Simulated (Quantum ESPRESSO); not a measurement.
# Si (Fd-3m) in Quantum ESPRESSO: notebook

The runs below take Si through single point, with PBE.

Everything below comes from runs of Quantum ESPRESSO 7.5. Logs are shortened: lines on timing, memory, paths and dates and some standing lists are left out, and cuts for length are marked.

### 1 The undisturbed crystal

The structure is cubic, space group Fd-3m (No. 227). Conventional cell: a = 5.444 Å, b = 5.444 Å, c = 5.444 Å, α = 90.00°, β = 90.00°, γ = 90.00°. Si (site symmetry -43m) has 4 Si at 2.36 Å as nearest neighbours.

### 2 Single point, PBE (volume scaled by 0.92)

File scf.in:

```
&CONTROL
  calculation = 'scf'
  prefix = 'pwscf'
  outdir = './tmp'
  pseudo_dir = './pseudo'
/
&SYSTEM
  ibrav = 0
  nat = 2
  ntyp = 1
  ecutwfc = 36
  nbnd = 9
  occupations = 'smearing'
  smearing = 'fd'
  degauss = 0.00367493
  force_symmorphic = .true.
/
&ELECTRONS
  conv_thr = 4d-10
  electron_maxstep = 120
  mixing_beta = 0.5
/
ATOMIC_SPECIES
Si    28.0850 Si.upf
CELL_PARAMETERS angstrom
   0.0000000000    2.6472420506    2.6472420506
   2.6472420506    0.0000000000    2.6472420506
   2.6472420506    2.6472420506    0.0000000000
ATOMIC_POSITIONS crystal
Si     0.5000000000    0.5000000000    0.5000000000
Si     0.7500000000    0.7500000000    0.7500000000
K_POINTS automatic
8 8 8 0 0 0
```

File nscf.in:

```
&CONTROL
  calculation = 'nscf'
  prefix = 'pwscf'
  outdir = './tmp'
  pseudo_dir = './pseudo'
/
&SYSTEM
  ibrav = 0
  nat = 2
  ntyp = 1
  ecutwfc = 36
  nbnd = 124
  occupations = 'fixed'
  force_symmorphic = .true.
/
&ELECTRONS
  conv_thr = 1d-08
  diago_full_acc = .true.
  diago_thr_init = 1d-06
/
ATOMIC_SPECIES
Si    28.0850 Si.upf
CELL_PARAMETERS angstrom
   0.0000000000    2.6472420506    2.6472420506
   2.6472420506    0.0000000000    2.6472420506
   2.6472420506    2.6472420506    0.0000000000
ATOMIC_POSITIONS crystal
Si     0.5000000000    0.5000000000    0.5000000000
Si     0.7500000000    0.7500000000    0.7500000000
K_POINTS automatic
6 6 6 0 0 0
```

Potentials or basis: PseudoDojo 0.4.1 SR PBE standard.

The run is started by

```console
$ OMP_NUM_THREADS=1 pw.x -in scf.in > scf.out
$ OMP_NUM_THREADS=1 pw.x -in nscf.in > nscf.out
```

scf.out:

```text
This program is part of the open-source Quantum ESPRESSO suite
     for quantum simulation of materials; please cite
[... 9 lines left out ...]
     --------------------
     sticks:   dense  smooth     PW     G-vecs:    dense   smooth      PW
     Sum         499     499    163                 7391     7391    1363

     Using Slab Decomposition

     bravais-lattice index     =            0
     lattice parameter (alat)  =       7.0747  a.u.
     unit-cell volume          =     250.3846 (a.u.)^3
     number of atoms/cell      =            2
     number of atomic types    =            1
     number of electrons       =         8.00
     number of Kohn-Sham states=            9
     kinetic-energy cutoff     =      36.0000  Ry
     charge density cutoff     =     144.0000  Ry
     scf convergence threshold =      4.0E-10
     mixing beta               =       0.5000
     number of iterations used =            8  plain     mixing
     Exchange-correlation= PBE
                           (   1   4   3   4   0   0   0)

     celldm(1)=   7.074692  celldm(2)=   0.000000  celldm(3)=   0.000000
     celldm(4)=   0.000000  celldm(5)=   0.000000  celldm(6)=   0.000000

     crystal axes: (cart. coord. in units of alat)
               a(1) = (   0.000000   0.707107   0.707107 )
               a(2) = (   0.707107   0.000000   0.707107 )
               a(3) = (   0.707107   0.707107   0.000000 )

     reciprocal axes: (cart. coord. in units 2 pi/alat)
               b(1) = ( -0.707107  0.707107  0.707107 )
               b(2) = (  0.707107 -0.707107  0.707107 )
               b(3) = (  0.707107  0.707107 -0.707107 )

     PseudoPot. # 1 for Si read from file:
     Si.upf
     Pseudo is Norm-conserving + core correction, Zval =  4.0
     Generated using ONCVPSP code by D. R. Hamann
     Using radial grid of 1510 points,  6 beta functions with:
                l(1) =   0
                l(2) =   0
                l(3) =   1
                l(4) =   1
                l(5) =   2
                l(6) =   2

     atomic species   valence    mass     pseudopotential
     Si                4.00    28.08500     Si( 1.00)

     24 Sym. Ops. (no inversion) found

   Cartesian axes

     site n.     atom                  positions (alat units)
         1        Si     tau(   1) = (   0.7071068   0.7071068   0.7071068  )
         2        Si     tau(   2) = (   1.0606602   1.0606602   1.0606602  )

     number of k points=    29  Fermi-Dirac smearing, width (Ry)=  0.0037
                       cart. coord. in units 2pi/alat
        k(    1) = (   0.0000000   0.0000000   0.0000000), wk =   0.0039062
        k(    2) = (   0.0883883   0.0883883  -0.0883883), wk =   0.0312500
        k(    3) = (   0.1767767   0.1767767  -0.1767767), wk =   0.0312500
        k(    4) = (   0.2651650   0.2651650  -0.2651650), wk =   0.0312500
        k(    5) = (  -0.3535534  -0.3535534   0.3535534), wk =   0.0156250
        k(    6) = (   0.1767767   0.0000000   0.0000000), wk =   0.0234375
[... 21 lines left out ...]
        k(   28) = (  -0.7071068   0.1767767  -0.0000000), wk =   0.0468750
        k(   29) = (  -0.7071068   0.3535534   0.0000000), wk =   0.0234375

     Dense  grid:     7391 G-vectors     FFT dimensions: (  27,  27,  27)

     Initial potential from superposition of free atoms

     starting charge       7.9988, renormalised to       8.0000
     Starting wfcs are    8 randomized atomic wfcs +    1 random wfcs

     Self-consistent Calculation

     iteration #  1     ecut=    36.00 Ry     beta= 0.50
     Davidson diagonalization with overlap
     ethr =  1.00E-02,  avg # of iterations =  6.1

     Threshold (ethr) on eigenvalues was too large:
     Diagonalizing with lowered threshold

     Davidson diagonalization with overlap
     ethr =  7.56E-04,  avg # of iterations =  1.2

     total energy              =     -16.91648069 Ry
     estimated scf accuracy    <       0.06363310 Ry
[... 12 lines left out ...]
     total energy              =     -16.91646783 Ry
     estimated scf accuracy    <       0.00015050 Ry

     iteration #  4     ecut=    36.00 Ry     beta= 0.50
     Davidson diagonalization with overlap
     c_bands:  1 eigenvalues not converged
     ethr =  1.88E-06,  avg # of iterations =  7.7

     total energy              =     -16.91648327 Ry
     estimated scf accuracy    <       0.00000077 Ry

     iteration #  5     ecut=    36.00 Ry     beta= 0.50
     Davidson diagonalization with overlap
     c_bands:  1 eigenvalues not converged
     ethr =  9.65E-09,  avg # of iterations =  3.3

     total energy              =     -16.91648382 Ry
     estimated scf accuracy    <       0.00000004 Ry

     iteration #  6     ecut=    36.00 Ry     beta= 0.50
     Davidson diagonalization with overlap
     ethr =  4.96E-10,  avg # of iterations =  2.5
[... 4 lines left out ...]
     iteration #  7     ecut=    36.00 Ry     beta= 0.50
     Davidson diagonalization with overlap
     ethr =  1.04E-11,  avg # of iterations =  3.2

     End of self-consistent calculation

          k = 0.0000 0.0000 0.0000 (   941 PWs)   bands (ev):

    -5.4491   7.0578   7.0578   7.0578   9.6400   9.6400   9.6400  11.2910
    14.8255

          k = 0.0884 0.0884-0.0884 (   914 PWs)   bands (ev):
[... 16 lines left out ...]
    -2.9194  -0.2942   5.7884   5.7884   8.8549  10.3514  10.3514  14.8820
    17.8178

          k = 0.1768 0.0000 0.0000 (   917 PWs)   bands (ev):

    -5.1581   5.7825   6.1762   6.1762   9.0517  10.8756  10.8756  12.0478
    13.7420

          k = 0.2652 0.0884-0.0884 (   914 PWs)   bands (ev):
[... 21 lines left out ...]
    -4.1115   2.2598   4.5877   6.2406   9.9910  10.7835  10.9908  13.5290
    13.6690

          k = 0.0000-0.1768 0.1768 (   915 PWs)   bands (ev):

    -4.8724   4.3295   5.2841   6.7561  10.2316  10.3434  10.5220  13.0299
    13.3559

          k = 0.3536 0.0000 0.0000 (   902 PWs)   bands (ev):

    -4.2950   3.5417   5.0173   5.0173   8.1056  10.1478  13.0592  13.0592
    15.9026

          k = 0.4419 0.0884-0.0884 (   908 PWs)   bands (ev):
[... 11 lines left out ...]
    -2.2978   0.1571   2.7651   5.0343   8.8453  12.6641  12.7364  14.3201
    15.1766

          k = 0.0000-0.3536 0.3536 (   907 PWs)   bands (ev):

    -3.2578   1.4211   2.9994   5.6387   9.5327  11.9920  12.3679  13.4830
    13.6034

          k = 0.5303-0.0000 0.0000 (   918 PWs)   bands (ev):

    -2.8934   1.1877   4.2558   4.2558   7.5377   8.4501  15.4708  15.4708
    17.6862

          k =-0.0884-0.6187 0.6187 (   915 PWs)   bands (ev):

    -1.9292   0.0349   3.3373   4.1764   7.8095   8.9521  15.6434  15.8609
    18.3569

          k = 0.0000-0.5303 0.5303 (   929 PWs)   bands (ev):

    -1.4299  -0.4052   2.3814   4.4537   8.1403  11.2375  14.8442  15.4331
    15.8611

          k =-0.7071 0.0000 0.0000 (   934 PWs)   bands (ev):

    -1.0232  -1.0232   3.9953   3.9953   7.6053   7.6053  17.8098  17.8098
    18.2962

          k = 0.3536 0.1768 0.0000 (   908 PWs)   bands (ev):

    -4.0286   2.6833   4.1219   5.5319   9.5179  11.1127  11.3107  12.7792
    15.1232

          k =-0.2652-0.4419 0.6187 (   906 PWs)   bands (ev):
[... 16 lines left out ...]
    -1.7198  -0.0856   2.6584   3.8475   9.4114  11.3730  12.5649  14.7983
    15.8316

          k = 0.0000-0.3536 0.5303 (   906 PWs)   bands (ev):

    -2.0967   0.2979   2.4743   4.2586   9.9250  11.7037  12.4421  14.3145
    15.3313

          k =-0.7071 0.1768-0.0000 (   920 PWs)   bands (ev):

    -0.9284  -0.9284   3.3567   3.3567   8.9639   8.9639  15.2386  15.2386
    18.0851

          k =-0.7071 0.3536 0.0000 (   932 PWs)   bands (ev):

    -0.8221  -0.8221   2.8665   2.8665  11.3217  11.3217  12.3119  12.3119
    18.1041

     the Fermi energy is     7.2746 ev

!    total energy              =     -16.91648384 Ry
     estimated scf accuracy    <          3.3E-11 Ry
     smearing contrib. (-TS)   =      -0.00000685 Ry
     internal energy E=F+TS    =     -16.91647698 Ry

     The total energy is F=E-TS. E is the sum of the following terms:
     one-electron contribution =       5.55323991 Ry
     hartree contribution      =       1.03048251 Ry
     xc contribution           =      -6.27127532 Ry
     ewald contribution        =     -17.22892408 Ry

     convergence has been achieved in   7 iterations

=------------------------------------------------------------------------------=
   JOB DONE.
=------------------------------------------------------------------------------=
```

It took 12 s on 1 thread of Intel Xeon 6975P-C (Granite Rapids), shared host; peak memory 0.05 GiB.

What came out:

```
Band gap on the k mesh, mean-field level : 0.55 eV, indirect (least direct gap 2.58 eV)
```

### 3 Single point, PBE (volume scaled by 0.96)

scf.in: that of step 2 with these lines changed.

```diff
@@ -25,5 +25,5 @@
 CELL_PARAMETERS angstrom
-   0.0000000000    2.6472420506    2.6472420506
-   2.6472420506    0.0000000000    2.6472420506
-   2.6472420506    2.6472420506    0.0000000000
+   0.0000000000    2.6850649043    2.6850649043
+   2.6850649043    0.0000000000    2.6850649043
+   2.6850649043    2.6850649043    0.0000000000
 ATOMIC_POSITIONS crystal
```

nscf.in: that of step 2 with these lines changed.

```diff
@@ -23,5 +23,5 @@
 CELL_PARAMETERS angstrom
-   0.0000000000    2.6472420506    2.6472420506
-   2.6472420506    0.0000000000    2.6472420506
-   2.6472420506    2.6472420506    0.0000000000
+   0.0000000000    2.6850649043    2.6850649043
+   2.6850649043    0.0000000000    2.6850649043
+   2.6850649043    2.6850649043    0.0000000000
 ATOMIC_POSITIONS crystal
```

Potentials or basis: PseudoDojo 0.4.1 SR PBE standard.

The run is started by

```console
$ OMP_NUM_THREADS=1 pw.x -in scf.in > scf.out
$ OMP_NUM_THREADS=1 pw.x -in nscf.in > nscf.out
```

Run time: 13 s. Hardware: 1 thread of Intel Xeon 6975P-C (Granite Rapids), shared host; peak memory 0.05 GiB.

It converged, with:

- Band gap on the k mesh, mean-field level: 0.64 eV, indirect (least direct gap 2.57 eV)

Levels at points of the mesh, in eV from the valence-band top:
| k point | band 1 | band 2 | band 3 | band 4 | band 5 | band 6 | band 7 | band 8 |
| --- | --- | --- | --- | --- | --- | --- | --- | --- |
| (0.00, 0.00, 0.00) | -12.20 | 0.00 | 0.00 | 0.00 | 2.57 | 2.57 | 2.57 | 3.73 |
| (0.00, 0.00, -0.50) | -9.78 | -7.14 | -1.23 | -1.23 | 1.65 | 3.32 | 3.32 | 7.77 |
| (0.00, -0.50, -0.50) | -7.93 | -7.93 | -2.95 | -2.95 | 0.64 | 0.64 | 10.38 | 10.38 |

A k mesh can miss the band edges.
